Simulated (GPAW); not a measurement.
Runs of GPAW 26.7.0 on Ag. The structure is cubic, space group Im-3m (No. 229). Conventional cell: a = 3.311 Å, b = 3.311 Å, c = 3.311 Å, α = 90.00°, β = 90.00°, γ = 90.00°. Ag (site symmetry m-3m) has 8 Ag at 2.87 Å as nearest neighbours. This isn't the form of Ag at room conditions, which is fcc.

```tsv
task	level	potentials or basis	spin	cell	optimizer	fmax	max steps	convergence	band path	gap on the mesh (eV)	pressure (GPa)	relaxed volume (Å³/atom)
relaxation of cell and atoms	PBEsol+D3(BJ)+ATM	PAW data sets generated in the run's folder for this functional, pw	off	relaxed	BFGS	0.02 eV/Å	60	density=1e-05 forces=0.0001	-	none	-0.2	(b)
relaxation of cell and atoms	PBEsol+D4	PAW data sets generated in the run's folder for this functional, pw	off	relaxed	BFGS	0.02 eV/Å	60	density=1e-05 forces=0.0001	-	none	-0.1	16.39
single point	PBEsol	PAW data sets generated in the run's folder for this functional, pw	off	as given	-	-	-	-	-	none	-7.3	-
band structure	PBEsol	PAW data sets generated in the run's folder for this functional, pw	off	as given	-	-	-	-	GHNGPH,PN	-	-7.3	-
band structure	PBEsol	PAW data sets generated in the run's folder for this functional, pw	SOC, no magnetisation	as given	-	-	-	-	GHNGPH,PN	-	-7.3	-
single point	PBEsol	PAW data sets generated in the run's folder for this functional, pw	off	cell strained at random at fixed volume	-	-	-	-	-	none	-7.2	-
relaxation of cell and atoms	PBEsol+D3	PAW data sets generated in the run's folder for this functional, pw	off	relaxed	BFGS	0.02 eV/Å	60	density=1e-05 forces=0.0001	-	none	-0.2	16.32
relaxation of cell and atoms	PBEsol+D3(BJ)	PAW data sets generated in the run's folder for this functional, pw	off	relaxed	BFGS	0.02 eV/Å	60	density=1e-05 forces=0.0001	-	none	0.0	16.05
band structure	LDA	the program's PAW data sets (release 1.2.1) made for this functional, pw	off	as given	-	-	-	-	GHNGPH,PN	-	-11.5	-
relaxation of cell and atoms	PBEsol	PAW data sets generated in the run's folder for this functional, pw	off	relaxed	BFGS	0.02 eV/Å	60	density=1e-05 forces=0.0001	-	none	-0.1	(a)
```

Alike in all rows: k mesh 11 × 11 × 11; cutoff (eV) 600; smearing fermi-dirac 0.05 eV.

Problem. Estimate the missing entries.

Solution. (a) 16.80; (b) 16.24.

Caveats: later steps reuse the first step's grids (some runs); pairwise dispersion overbinds metals, which lowers pressure and volume (some runs); spin-orbit coupling was added after a scalar SCF, so levels and gaps hold it while energy, forces, pressure and moments don't (some runs); this program's spin-orbit splittings come out too wide for heavy elements (some runs).

A k mesh can miss the band edges, and rows without SOC leave out spin-orbit coupling on Ag.

A gap of «none» marks a metal or a gap under the smearing width.
